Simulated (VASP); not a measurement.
Input of a VASP 6.6.1 run:

The input INCAR:

```
SYSTEM = KMgF3
PREC = Accurate ; ENCUT = 520
EDIFF = 1E-6 ; ISMEAR = 0
SIGMA = 0.05 ; LREAL = .FALSE.
LASPH = .TRUE. ; NELM = 80
ALGO = Normal ; ISIF = 2
LWAVE = .FALSE. ; LCHARG = .FALSE.
GGA = CA ; NBANDS = 24
```

The input KPOINTS:

```
Automatic mesh
0
G
  6 6 6
  0 0 0
```

POSCAR

```
KMgF3
1.0
    3.9882139495     -0.0952815619     -0.0952815619
   -0.0952815619      3.9882139495     -0.0952815619
   -0.0952815619     -0.0952815619      3.9882139495
K Mg F
1 1 3
Direct
    0.5000000000      0.5000000000      0.5000000000
    0.0000000000      0.0000000000      0.0000000000
    0.5000000000      0.0000000000      0.0000000000
    0.0000000000      0.5000000000      0.0000000000
    0.0000000000      0.0000000000      0.5000000000
```

Potentials or basis: VASP PAW LDA potentials, release 64 (K_sv, Mg, F).

The run is started by

```sh
$ cat potpaw_LDA.64/K_sv/POTCAR potpaw_LDA.64/Mg/POTCAR potpaw_LDA.64/F/POTCAR > POTCAR
$ mpirun -np 1 vasp_std > vasp.out
```

Question: Estimate the pressure.

Answer: -5.1 GPa.

Question: What does it give for the band gap on the k mesh?

Answer: 6.88 eV, indirect (least direct gap 7.08 eV).

Stress tensor (GPa, compression positive):
```
-5.14  2.16  2.16
 2.16 -5.14  2.16
 2.16  2.16 -5.14
```

A k mesh can miss the band edges. Expect the measured gap to be larger: semilocal functionals such as LDA lack the derivative discontinuity.
